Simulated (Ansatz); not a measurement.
**Beryllium, hcp under PBE: structure, energy and stiffness**

Aim: take beryllium in the hcp structure, relax it, solve it on a dense k-mesh, switch on spin-orbit coupling, then scale the cell to 7 volumes from 88 to 112 % of the relaxed one and try a fit of the equation of state. The k-meshes are 16×16×9 for the relaxation; 26×26×15 for the dense run; 16×16×9 for spin-orbit coupling; 26×26×15 for the volumes. The starting cell is the deposited one, from the Crystallography Open Database.

Computed with Ansatz 0.2.0 (DFT PBE, plane waves (420 eV) with PAW, scalar-relativistic, unless a step says otherwise).

### Step 1. The system as given

It takes space group P6_3/mmc (No. 194, hexagonal). Conventional cell: a = 2.287 Å, b = 2.287 Å, c = 3.583 Å, α = 90.00°, β = 90.00°, γ = 120.00°. Be (site symmetry -6m2) is surrounded by 12 Be at 2.23 to 2.29 Å.

As a file:

```
Be
1.0
     2.28660    0.00000    0.00000
    -1.14330    1.98025    0.00000
     0.00000    0.00000    3.58330
Be
2
Direct
  0.33333 0.66667 0.25000
  0.66667 0.33333 0.75000
```

### Step 2. Geometry optimisation

The input, input.yaml:

```yaml
crystal:
  lattice:
    - [2.2865984029, 0.0, 0.0]
    - [-1.1432992015, 1.9802523052, 0.0]
    - [0.0, 0.0, 3.5833]
  atoms:
    - { symbol: Be, position: [0.3333333333, 0.6666666667, 0.25] }
    - { symbol: Be, position: [0.6666666667, 0.3333333333, 0.75] }
hamiltonian:
  xc: pbe
  pseudopotentials:
    kind: paw
    azcp:
      Be: "pseudopotentials/Be.paw.azcp"
basis:
  ecutwfc: 420
  fft_grid_basis: typed
kpoints:
  mp_grid: { grid: [16, 16, 9], shift: [0, 0, 0] }
magnetization:
  spin_polarized: false
scf:
  occupations: { method: fermi_dirac, width: 0.1 }
relax:
  max_steps: 60
  f_tol: 0.01
  cell: {}
```

What it wrote, cut to the lines that bear on the results:

```text
[...]
Pseudopotentials: kind: paw
Pseudopotential: Be, paw, valence charge 2, recommended cutoff 420 eV (normal), <dir>
Functional definition: PBE
[...]
Crystal: 2 atoms, lattice volume = 16.225 Å³
Basis set: ecut = 420 eV, 311 PW (Γ), exchange–correlation on 32×32×48 points (8 copies of the dense FFT grid, shifted against one another)
Bands: 6, of which v1, the nominal top of the filled ones, is band 2 counted from 1 (1 counted from 0)
Symmetry: 24 space group operations
Space group: P63/mmc (ITA 194), of the structure as read, at distance tolerance 2.5e-5 Å
k-points: 150 of 2304
[...]
SCF iter   1: F=—  HF=-185.529948 eV  |F-HF|=—  |Δ(HF+E_count)|=         —  Δρ=1.04e-3  dr2=1.19e-4  ethr=1.77e-3  ⟨swp⟩=5.4  Hψ=7844  notcnv=0
[...]
relax step   1: F+E_penalty+E_count = -185.53002755 eV  Δ(F+E_penalty+E_count) = +0.000e0 eV  max|allowed force component| = 1.850e-16 eV/Å  Δτ_max = 0.0000 Å  P = -2.972 GPa  Ω = 16.225 Å³  (6 SCF iters, dr2 threshold 1.00e-7 eV, accepted)
[...]
relax step   5: F+E_penalty+E_count = -185.53399189 eV  Δ(F+E_penalty+E_count) = -5.228e-7 eV  max|allowed force component| = 3.886e-16 eV/Å  Δτ_max = 0.0000 Å  P = -0.000 GPa  Ω = 15.820 Å³  energy of the carried Pulay correction = +1.099e-4 eV  (2 SCF iters, dr2 threshold 7.30e-9 eV, accepted)
[...]
relax step   6: F+E_penalty+E_count = -185.53389330 eV  Δ(F+E_penalty+E_count) = +9.859e-5 eV  max|allowed force component| = 3.331e-16 eV/Å  Δτ_max = 0.0000 Å  P = -0.008 GPa  Ω = 15.820 Å³  stress off target by 1.17e-2 GPa  SCF on the basis re-selected at this cell (its energy is not [...]
SCF converged after 4 iterations
Free energy (F): -185.533893 eV
[...]
E sigma→0 (E₀):  -185.532343 eV
Entropy (-TS):   -0.003101 eV (-1.551 meV/atom)
Fermi energy:    8.079392 eV
[...]
--- Forces (eV/Å), atoms counted from 1 ---
  atom   1  Be     0.00000000     0.00000000     0.00000000
  atom   2  Be    -0.00000000    -0.00000000    -0.00000000
[...]
--- Stress (GPa, compression-positive) ---
       -0.006231       0.000000       0.000000
        0.000000      -0.006231       0.000000
        0.000000       0.000000      -0.011691
  P = ⅓ Tr σ = -0.0081 GPa (-0.081 kbar)
--- Relaxed structure (5 steps of the walk, 5 accepted, 1 SCFs on fresh bases) ---
  F+E_penalty+E_count = -185.53389330 eV   max|allowed force component| = 3.331e-16 eV/Å   (the final SCF, on the basis selected at the relaxed cell)
  cell:  # Å, volume = 15.8204 Å³
    - [2.265673771448906, 2.8603448341446276e-11, 0.0]
    - [-1.1328368857492241, 1.962131042748549, 0.0]
    - [0.0, 0.0, 3.55870368114567]
  atoms:
    - { symbol: Be, position: [0.33333333333333326, 0.6666666666666666, 0.25000000000000006] }
    - { symbol: Be, position: [0.6666666666666665, 0.33333333333333326, 0.7500000000000001] }
```

Run time: 9.2 s. Hardware: 1 thread of an x86-64 CPU, shared host; peak memory 0.5 GiB.

Step by step:

| step | energy change (meV/atom) | largest force (eV/Å) | pressure (GPa) | volume (Å³/atom) |
| --- | --- | --- | --- | --- |
| 1 | 0.00 | 0.0000 | -2.97 | 8.113 |
| 2 | -1.63 | 0.0000 | -1.27 | 7.993 |
| 3 | -1.98 | 0.0000 | 0.06 | 7.907 |
| 4 | -1.98 | 0.0000 | 0.00 | 7.910 |
| 5 | -1.98 | 0.0000 | 0.00 | 7.910 |
| 6 | -1.93 | 0.0000 | -0.01 | 7.910 |

Steps that repeat a cell are solved on a basis chosen anew, so their changes of energy are no gain of the relaxation.

The cell of the run, before and after:

|  | before | after | change |
| --- | --- | --- | --- |
| a (Å) | 2.287 | 2.266 | -0.9 % |
| b (Å) | 2.287 | 2.266 | -0.9 % |
| c (Å) | 3.583 | 3.559 | -0.7 % |
| volume (Å³/atom) | 8.113 | 7.910 | -2.5 % |
| shortest distance (Å) | 2.226 | 2.208 | -0.8 % |
| space group (spins left aside) | P6_3/mmc | P6_3/mmc | same |

### Step 3. Single point on a dense mesh

The input, input.yaml:

```yaml
crystal:
  lattice:
    - [2.2656737714, 0.0, 0.0]
    - [-1.1328368857, 1.9621310427, 0.0]
    - [0.0, 0.0, 3.5587036811]
  atoms:
    - { symbol: Be, position: [0.3333333333, 0.6666666667, 0.25] }
    - { symbol: Be, position: [0.6666666667, 0.3333333333, 0.75] }
hamiltonian:
  xc: pbe
  pseudopotentials:
    kind: paw
    azcp:
      Be: "pseudopotentials/Be.paw.azcp"
basis:
  ecutwfc: 420
  fft_grid_basis: typed
kpoints:
  mp_grid: { grid: [26, 26, 15], shift: [0, 0, 0] }
magnetization:
  spin_polarized: false
scf:
  occupations: { method: fermi_dirac, width: 0.1 }
```

What it wrote, cut to the lines that bear on the results:

```text
[...]
[... 3 set-up lines as earlier in the session ...]
[...]
Crystal: 2 atoms, lattice volume = 15.820 Å³
Basis set: ecut = 420 eV, 311 PW (Γ)
Bands: 6, of which v1, the nominal top of the filled ones, is band 2 counted from 1 (1 counted from 0)
[... 2 set-up lines as earlier in the session ...]
k-points: 560 of 10140
[...]
SCF iter   1: F=—  HF=-185.531565 eV  |F-HF|=—  |Δ(HF+E_count)|=         —  Δρ=1.25e-3  dr2=1.71e-4  ethr=1.77e-3  ⟨swp⟩=5.4  Hψ=29204  notcnv=0
[...]
SCF iter   6: F=-185.531554 eV  HF=-185.531554 eV  |F-HF|=8.53e-14  |Δ(HF+E_count)|=  4.01e-12  Δρ=2.29e-8  dr2=5.24e-14  ethr=1.00e-12  ⟨swp⟩=1.0  Hψ=8411  notcnv=0
[...]
SCF converged after 6 iterations
Free energy (F): -185.531554 eV
[...]
E sigma→0 (E₀):  -185.530024 eV
Entropy (-TS):   -0.003061 eV (-1.531 meV/atom)
Fermi energy:    8.182150 eV
[...]
```

Run time: 4 s. Hardware: 1 thread of an x86-64 CPU, shared host; peak memory 0.53 GiB.

### Step 4. Spin-orbit coupling switched on

Changes to input.yaml since step 3:

```diff
@@ -11,3 +11,3 @@
   pseudopotentials:
-    kind: paw
+    kind: paw_fr
     azcp:
@@ -18,5 +18,6 @@
 kpoints:
-  mp_grid: { grid: [26, 26, 15], shift: [0, 0, 0] }
+  mp_grid: { grid: [16, 16, 9], shift: [0, 0, 0] }
 magnetization:
-  spin_polarized: false
+  noncollinear: true
+  spin_orbit: true
 scf:
```

What it wrote, cut to the lines that bear on the results:

```text
[...]
Pseudopotentials: kind: paw_fr
Pseudopotential: Be, paw_fr, valence charge 2, recommended cutoff 420 eV (normal), <dir>
[... 1 set-up line as earlier in the session ...]
[...]
non-collinear run that drives no moment, with spin-orbit: no starting moment large enough to seed its density (crystal.atoms[].spin), no starting occupations that ask for one, no magnetisation constraint and no magnetic field, so the semilocal B_xc is pinned to zero
Crystal: 2 atoms, lattice volume = 15.820 Å³
Basis set: ecut = 420 eV, 311 PW (Γ)
Bands: 12, of which v1, the nominal top of the filled ones, is band 4 counted from 1 (3 counted from 0)
Symmetry: 24 space group operations + 24 with time reversal
Magnetic group: BNS 194.264 (UNI 1494), of the structure as read, at distance tolerance 2.5e-5 Å
k-points: 150 of 2304
Projection manifold: j_resolved (fully-relativistic pseudo-atomic orbitals)
[...]
SCF iter   1: F=—  HF=-185.578269 eV  |F-HF|=—  |Δ(HF+E_count)|=         —  Δρ=1.42e-2  dr2=2.40e-2  dr2_m=0.00e0 (ungated)  ethr=3.10e-3  |M|=0.00e0 ∫|m|=0.00e0 μB  |m|>n=0.0e0 m-floor=0.0e0 τ_xc=0.0e0  β_m=0.30  ⟨swp⟩=4.8  Hψ=5140  notcnv=0  defer=24
[...]
SCF iter   5: F=-185.534108 eV  HF=-185.534108 eV  |F-HF|=6.00e-9  |Δ(HF+E_count)|=   4.13e-7  Δρ=8.73e-6  dr2=8.51e-9  dr2_m=0.00e0 (ungated)  ethr=2.50e-9  |M|=0.00e0 ∫|m|=0.00e0 μB  |m|>n=0.0e0 m-floor=0.0e0 τ_xc=0.0e0  ⟨swp⟩=2.0  Hψ=1514  notcnv=0
[...]
SCF converged after 5 iterations
Magnetization: |M| = 0.0000 μB,  M = (+0.0000, +0.0000, +0.0000) μB
Absolute magnetization: 0.0000 μB (∫|m|)
  site 0: m = (+0.0000, +0.0000, +0.0000) μB, |m| = 0.0000 μB  (R = 0.91 Å)
  site 1: m = (+0.0000, +0.0000, +0.0000) μB, |m| = 0.0000 μB  (R = 0.91 Å)
Free energy (F): -185.534108 eV
[...]
E sigma→0 (E₀):  -185.532557 eV
Entropy (-TS):   -0.003101 eV (-1.551 meV/atom)
Fermi energy:    8.079586 eV
[...]
```

It took 4.1 s on 1 thread of an x86-64 CPU, shared host; peak memory 0.44 GiB.

With and without spin-orbit coupling:

|  | scalar-relativistic | with spin-orbit coupling |
| --- | --- | --- |
| k-mesh | 26×26×15 | 16×16×9 |
| gap on the mesh | none (levels filled in part) | none (levels filled in part) |

The meshes differ, so small differences between the columns need not come from spin-orbit coupling.

### Step 5. The cell scaled to 88 % of its volume

The input, input.yaml:

```yaml
crystal:
  lattice:
    - [2.1711588596, 0.0, 0.0]
    - [-1.0855794298, 1.8802787281, 0.0]
    - [0.0, 0.0, 3.4102486966]
  atoms:
    - { symbol: Be, position: [0.3333333333, 0.6666666667, 0.25] }
    - { symbol: Be, position: [0.6666666667, 0.3333333333, 0.75] }
hamiltonian:
  xc: pbe
  pseudopotentials:
    kind: paw
    azcp:
      Be: "pseudopotentials/Be.paw.azcp"
basis:
  ecutwfc: 420
  fft_grid_basis: typed
kpoints:
  mp_grid: { grid: [26, 26, 15], shift: [0, 0, 0] }
magnetization:
  spin_polarized: false
scf:
  occupations: { method: fermi_dirac, width: 0.1 }
output:
  stress: true
```

What it wrote, cut to the lines that bear on the results:

```text
[...]
[... 3 set-up lines as earlier in the session ...]
[...]
Crystal: 2 atoms, lattice volume = 13.922 Å³
Basis set: ecut = 420 eV, 287 PW (Γ)
Bands: 6, of which v1, the nominal top of the filled ones, is band 2 counted from 1 (1 counted from 0)
[... 1 set-up line as earlier in the session ...]
Space group: P63/mmc (ITA 194), of the structure as read, at distance tolerance 2.4e-5 Å
k-points: 560 of 10140
[...]
SCF iter   1: F=—  HF=-185.426468 eV  |F-HF|=—  |Δ(HF+E_count)|=         —  Δρ=1.59e-3  dr2=2.15e-4  ethr=1.77e-3  ⟨swp⟩=5.3  Hψ=29132  notcnv=0
[...]
SCF iter   6: F=-185.426558 eV  HF=-185.426558 eV  |F-HF|=1.14e-13  |Δ(HF+E_count)|=  2.30e-12  Δρ=2.88e-8  dr2=6.39e-14  ethr=1.00e-12  ⟨swp⟩=1.0  Hψ=8425  notcnv=0
[...]
SCF converged after 6 iterations
Free energy (F): -185.426558 eV
[...]
E sigma→0 (E₀):  -185.425196 eV
Entropy (-TS):   -0.002724 eV (-1.362 meV/atom)
Fermi energy:    9.389978 eV
[...]
--- Stress (GPa, compression-positive) ---
       18.119509       0.000000       0.000000
        0.000000      18.119509       0.000000
        0.000000       0.000000      22.080441
  P = ⅓ Tr σ = 19.4398 GPa (194.398 kbar)
```

It took 5.8 s on 1 thread of an x86-64 CPU, shared host; peak memory 0.55 GiB.

### Step 6. The cell scaled to 92 % of its volume

Changes to input.yaml since step 5:

```diff
@@ -2,5 +2,5 @@
   lattice:
-    - [2.1711588596, 0.0, 0.0]
-    - [-1.0855794298, 1.8802787281, 0.0]
-    - [0.0, 0.0, 3.4102486966]
+    - [2.203568994, 0.0, 0.0]
+    - [-1.101784497, 1.9083467278, 0.0]
+    - [0.0, 0.0, 3.4611554361]
   atoms:
```

What it wrote, cut to the lines that bear on the results:

```text
[...]
[... 3 set-up lines as earlier in the session ...]
[...]
Crystal: 2 atoms, lattice volume = 14.555 Å³
Basis set: ecut = 420 eV, 287 PW (Γ)
Bands: 6, of which v1, the nominal top of the filled ones, is band 2 counted from 1 (1 counted from 0)
[... 2 set-up lines as earlier in the session ...]
k-points: 560 of 10140
[...]
SCF iter   1: F=—  HF=-185.487719 eV  |F-HF|=—  |Δ(HF+E_count)|=         —  Δρ=1.55e-3  dr2=2.31e-4  ethr=1.77e-3  ⟨swp⟩=5.4  Hψ=29078  notcnv=0
[...]
SCF iter   6: F=-185.487751 eV  HF=-185.487751 eV  |F-HF|=0.00e0  |Δ(HF+E_count)|=  3.55e-12  Δρ=2.97e-8  dr2=7.77e-14  ethr=1.00e-12  ⟨swp⟩=1.0  Hψ=8420  notcnv=0
[...]
SCF converged after 6 iterations
Free energy (F): -185.487751 eV
[...]
E sigma→0 (E₀):  -185.486336 eV
Entropy (-TS):   -0.002832 eV (-1.416 meV/atom)
Fermi energy:    8.957360 eV
[...]
--- Stress (GPa, compression-positive) ---
       10.822837       0.000000       0.000000
       -0.000000      10.822837       0.000000
        0.000000       0.000000      13.684087
  P = ⅓ Tr σ = 11.7766 GPa (117.766 kbar)
```

Wall time 5.9 s (1 thread of an x86-64 CPU, shared host); peak memory 0.54 GiB.

### Step 7. The cell scaled to 96 % of its volume

Changes to input.yaml since step 6:

```diff
@@ -2,5 +2,5 @@
   lattice:
-    - [2.203568994, 0.0, 0.0]
-    - [-1.101784497, 1.9083467278, 0.0]
-    - [0.0, 0.0, 3.4611554361]
+    - [2.2350528047, 0.0, 0.0]
+    - [-1.1175264024, 1.9356125076, 0.0]
+    - [0.0, 0.0, 3.510607195]
   atoms:
```

What it wrote, cut to the lines that bear on the results:

```text
[...]
[... 3 set-up lines as earlier in the session ...]
[...]
Crystal: 2 atoms, lattice volume = 15.188 Å³
Basis set: ecut = 420 eV, 299 PW (Γ)
Bands: 6, of which v1, the nominal top of the filled ones, is band 2 counted from 1 (1 counted from 0)
[... 2 set-up lines as earlier in the session ...]
k-points: 560 of 10140
[...]
SCF iter   1: F=—  HF=-185.521234 eV  |F-HF|=—  |Δ(HF+E_count)|=         —  Δρ=1.44e-3  dr2=2.18e-4  ethr=1.77e-3  ⟨swp⟩=5.5  Hψ=29170  notcnv=0
[...]
SCF iter   6: F=-185.521233 eV  HF=-185.521233 eV  |F-HF|=0.00e0  |Δ(HF+E_count)|=  4.01e-12  Δρ=2.72e-8  dr2=7.03e-14  ethr=1.00e-12  ⟨swp⟩=1.0  Hψ=8416  notcnv=0
[...]
SCF converged after 6 iterations
Free energy (F): -185.521233 eV
[...]
E sigma→0 (E₀):  -185.519761 eV
Entropy (-TS):   -0.002944 eV (-1.472 meV/atom)
Fermi energy:    8.555879 eV
[...]
--- Stress (GPa, compression-positive) ---
        4.724640      -0.000000       0.000000
       -0.000000       4.724640       0.000000
        0.000000       0.000000       6.646873
  P = ⅓ Tr σ = 5.3654 GPa (53.654 kbar)
```

It took 3.8 s on 1 thread of an x86-64 CPU, shared host; peak memory 0.54 GiB.

### Step 8. The cell scaled to 100 % of its volume

Changes to input.yaml since step 7:

```diff
@@ -2,5 +2,5 @@
   lattice:
-    - [2.2350528047, 0.0, 0.0]
-    - [-1.1175264024, 1.9356125076, 0.0]
-    - [0.0, 0.0, 3.510607195]
+    - [2.2656737714, 0.0, 0.0]
+    - [-1.1328368857, 1.9621310427, 0.0]
+    - [0.0, 0.0, 3.5587036811]
   atoms:
```

What it wrote, cut to the lines that bear on the results:

```text
[...]
[... 3 set-up lines as earlier in the session ...]
[...]
Crystal: 2 atoms, lattice volume = 15.820 Å³
Basis set: ecut = 420 eV, 311 PW (Γ)
Bands: 6, of which v1, the nominal top of the filled ones, is band 2 counted from 1 (1 counted from 0)
[... 2 set-up lines as earlier in the session ...]
k-points: 560 of 10140
[...]
SCF iter   1: F=—  HF=-185.531565 eV  |F-HF|=—  |Δ(HF+E_count)|=         —  Δρ=1.25e-3  dr2=1.71e-4  ethr=1.77e-3  ⟨swp⟩=5.4  Hψ=29204  notcnv=0
[...]
SCF iter   6: F=-185.531554 eV  HF=-185.531554 eV  |F-HF|=8.53e-14  |Δ(HF+E_count)|=  4.01e-12  Δρ=2.29e-8  dr2=5.24e-14  ethr=1.00e-12  ⟨swp⟩=1.0  Hψ=8411  notcnv=0
[...]
SCF converged after 6 iterations
Free energy (F): -185.531554 eV
[...]
E sigma→0 (E₀):  -185.530024 eV
Entropy (-TS):   -0.003061 eV (-1.531 meV/atom)
Fermi energy:    8.182150 eV
[...]
--- Stress (GPa, compression-positive) ---
       -0.386291       0.000000       0.000000
        0.000000      -0.386291       0.000000
        0.000000       0.000000       0.731003
  P = ⅓ Tr σ = -0.0139 GPa (-0.139 kbar)
```

It took 5.3 s on 1 thread of an x86-64 CPU, shared host; peak memory 0.54 GiB.

### Step 9. The cell scaled to 104 % of its volume

Changes to input.yaml since step 8:

```diff
@@ -2,5 +2,5 @@
   lattice:
-    - [2.2656737714, 0.0, 0.0]
-    - [-1.1328368857, 1.9621310427, 0.0]
-    - [0.0, 0.0, 3.5587036811]
+    - [2.2954886875, 0.0, 0.0]
+    - [-1.1477443438, 1.9879515175, 0.0]
+    - [0.0, 0.0, 3.6055341]
   atoms:
```

What it wrote, cut to the lines that bear on the results:

```text
[...]
[... 3 set-up lines as earlier in the session ...]
[...]
Crystal: 2 atoms, lattice volume = 16.453 Å³
Basis set: ecut = 420 eV, 313 PW (Γ)
Bands: 6, of which v1, the nominal top of the filled ones, is band 2 counted from 1 (1 counted from 0)
[... 2 set-up lines as earlier in the session ...]
k-points: 560 of 10140
[...]
SCF iter   1: F=—  HF=-185.522263 eV  |F-HF|=—  |Δ(HF+E_count)|=         —  Δρ=1.01e-3  dr2=1.12e-4  ethr=1.77e-3  ⟨swp⟩=5.4  Hψ=29285  notcnv=0
[...]
SCF iter   6: F=-185.522252 eV  HF=-185.522252 eV  |F-HF|=0.00e0  |Δ(HF+E_count)|=  2.61e-12  Δρ=1.99e-8  dr2=4.05e-14  ethr=1.00e-12  ⟨swp⟩=1.0  Hψ=8402  notcnv=0
[...]
SCF converged after 6 iterations
Free energy (F): -185.522252 eV
[...]
E sigma→0 (E₀):  -185.520661 eV
Entropy (-TS):   -0.003182 eV (-1.591 meV/atom)
Fermi energy:    7.833147 eV
[...]
--- Stress (GPa, compression-positive) ---
       -4.687165       0.000000       0.000000
        0.000000      -4.687165       0.000000
        0.000000       0.000000      -4.254469
  P = ⅓ Tr σ = -4.5429 GPa (-45.429 kbar)
```

Wall time 5.8 s (1 thread of an x86-64 CPU, shared host); peak memory 0.55 GiB.

### Step 10. The cell scaled to 108 % of its volume

Changes to input.yaml since step 9:

```diff
@@ -2,5 +2,5 @@
   lattice:
-    - [2.2954886875, 0.0, 0.0]
-    - [-1.1477443438, 1.9879515175, 0.0]
-    - [0.0, 0.0, 3.6055341]
+    - [2.3245485913, 0.0, 0.0]
+    - [-1.1622742957, 2.0131181324, 0.0]
+    - [0.0, 0.0, 3.6511786177]
   atoms:
```

What it wrote, cut to the lines that bear on the results:

```text
[...]
[... 3 set-up lines as earlier in the session ...]
[...]
Crystal: 2 atoms, lattice volume = 17.086 Å³
Basis set: ecut = 420 eV, 313 PW (Γ)
Bands: 6, of which v1, the nominal top of the filled ones, is band 2 counted from 1 (1 counted from 0)
[... 1 set-up line as earlier in the session ...]
Space group: P63/mmc (ITA 194), of the structure as read, at distance tolerance 2.6e-5 Å
k-points: 560 of 10140
[...]
SCF iter   1: F=—  HF=-185.496567 eV  |F-HF|=—  |Δ(HF+E_count)|=         —  Δρ=8.19e-4  dr2=6.93e-5  ethr=1.77e-3  ⟨swp⟩=5.4  Hψ=29413  notcnv=0
[...]
SCF iter   6: F=-185.496555 eV  HF=-185.496555 eV  |F-HF|=1.14e-13  |Δ(HF+E_count)|=  1.85e-12  Δρ=1.70e-8  dr2=2.65e-14  ethr=1.00e-12  ⟨swp⟩=1.0  Hψ=8403  notcnv=0
[...]
SCF converged after 6 iterations
Free energy (F): -185.496555 eV
[...]
E sigma→0 (E₀):  -185.494901 eV
Entropy (-TS):   -0.003308 eV (-1.654 meV/atom)
Fermi energy:    7.506480 eV
[...]
--- Stress (GPa, compression-positive) ---
       -8.306317       0.000000      -0.000000
        0.000000      -8.306317      -0.000000
       -0.000000      -0.000000      -8.467021
  P = ⅓ Tr σ = -8.3599 GPa (-83.599 kbar)
```

Wall time 6.8 s (1 thread of an x86-64 CPU, shared host); peak memory 0.56 GiB.

### Step 11. The cell scaled to 112 % of its volume

Changes to input.yaml since step 10:

```diff
@@ -2,5 +2,5 @@
   lattice:
-    - [2.3245485913, 0.0, 0.0]
-    - [-1.1622742957, 2.0131181324, 0.0]
-    - [0.0, 0.0, 3.6511786177]
+    - [2.352899539, 0.0, 0.0]
+    - [-1.1764497695, 2.0376707733, 0.0]
+    - [0.0, 0.0, 3.6957095749]
   atoms:
```

What it wrote, cut to the lines that bear on the results:

```text
[...]
[... 3 set-up lines as earlier in the session ...]
[...]
Crystal: 2 atoms, lattice volume = 17.719 Å³
Basis set: ecut = 420 eV, 313 PW (Γ)
Bands: 6, of which v1, the nominal top of the filled ones, is band 2 counted from 1 (1 counted from 0)
[... 2 set-up lines as earlier in the session ...]
k-points: 560 of 10140
[...]
SCF iter   1: F=—  HF=-185.457012 eV  |F-HF|=—  |Δ(HF+E_count)|=         —  Δρ=7.28e-4  dr2=5.18e-5  ethr=1.77e-3  ⟨swp⟩=5.4  Hψ=29484  notcnv=0
[...]
SCF iter   6: F=-185.456998 eV  HF=-185.456998 eV  |F-HF|=0.00e0  |Δ(HF+E_count)|=  5.68e-14  Δρ=1.57e-8  dr2=2.13e-14  ethr=1.00e-12  ⟨swp⟩=1.0  Hψ=8406  notcnv=0
[...]
SCF converged after 6 iterations
Free energy (F): -185.456998 eV
[...]
E sigma→0 (E₀):  -185.455279 eV
Entropy (-TS):   -0.003439 eV (-1.720 meV/atom)
Fermi energy:    7.199919 eV
[...]
--- Stress (GPa, compression-positive) ---
      -11.354865      -0.000000       0.000000
       -0.000000     -11.354865       0.000000
        0.000000       0.000000     -12.030696
  P = ⅓ Tr σ = -11.5801 GPa (-115.801 kbar)
```

Run time: 7 s. Hardware: 1 thread of an x86-64 CPU, shared host; peak memory 0.55 GiB.

### Step 12. The equation of state

The cell was scaled evenly, with its shape and the fractional positions fixed.

| V (Å³/atom) | E − E₀ (meV/atom) | P from the stress (GPa) | P from the fit (GPa) |
| --- | --- | --- | --- |
| 6.961 | 52.4 | 19.44 | 19.41 |
| 7.277 | 21.8 | 11.78 | 11.77 |
| 7.594 | 5.1 | 5.37 | 5.36 |
| 7.910 | 0.0 | -0.01 | -0.03 |
| 8.227 | 4.7 | -4.54 | -4.56 |
| 8.543 | 17.5 | -8.36 | -8.38 |
| 8.859 | 37.4 | -11.58 | -11.59 |

A third-order Birch-Murnaghan fit gives V₀ = 7.908 Å³/atom, B₀ = 123 GPa and B₀′ = 3.3; it misses no point by more than 0.01 meV/atom.

### Step 13. Results

| quantity | value |
| --- | --- |
| space group (spins left aside) | P6_3/mmc (No. 194) |
| conventional cell | a = 2.266 Å, c = 3.559 Å (c/a = 1.571) |
| volume | 7.910 Å³/atom |
| shortest distance | 2.208 Å |
| against the deposited volume | -2.5 % (8.113 Å³/atom) |
| gap on the mesh | none (levels filled in part) |
| V₀, B₀, B₀′ | 7.908 Å³/atom, 123 GPa, 3.3 |

**Reading.** PBE puts the volume 2.5 % below the deposited one. The deposited cell holds zero-point motion and, unless taken cold, thermal expansion, which account for some of this. Levels at the Fermi energy are filled in part, as in a metal. The total energy of the spin-orbit run (on a coarser mesh) lies -1 meV/atom from the scalar one; mesh and treatment of the core enter this figure, so it is no spin-orbit energy. The fitted modulus is 123 GPa; letting shape and positions relax at each volume could only lower it.
